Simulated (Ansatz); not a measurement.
Sb:

```
Sb
1.0
     2.15420    1.24373    3.75800
    -2.15420    1.24373    3.75800
     0.00000   -2.48746    3.75800
Sb
2
Direct
  0.76651 0.76651 0.76651
  0.23349 0.23349 0.23349
```

Base run:

| Quantity | Value |
| --- | --- |
| Program | Ansatz 0.2.0 |
| Functional | PBE |
| Potentials or basis | all-electron LAPW, scalar-relativistic |
| Cutoff | 230 eV (chosen from the basis error) |
| Basis error allowed | 0.001 eV/atom |
| k mesh | 8 × 8 × 8 |
| Occupations | gaussian, width 0.016 eV |
| Spin | no spin polarisation |

Its results: band gap on the k mesh none (metal or under the smearing width); pressure 2.7 GPa; largest force 0.141 eV/Å.

Q: The run is repeated on the same cell with these changes: functional from PBE to PBEsol; occupations from gaussian, width 0.016 eV to gaussian, width 0.1 eV. What comes out?

A: Band gap on the k mesh none (metal or under the smearing width); pressure 0.0 GPa; largest force 0.100 eV/Å.
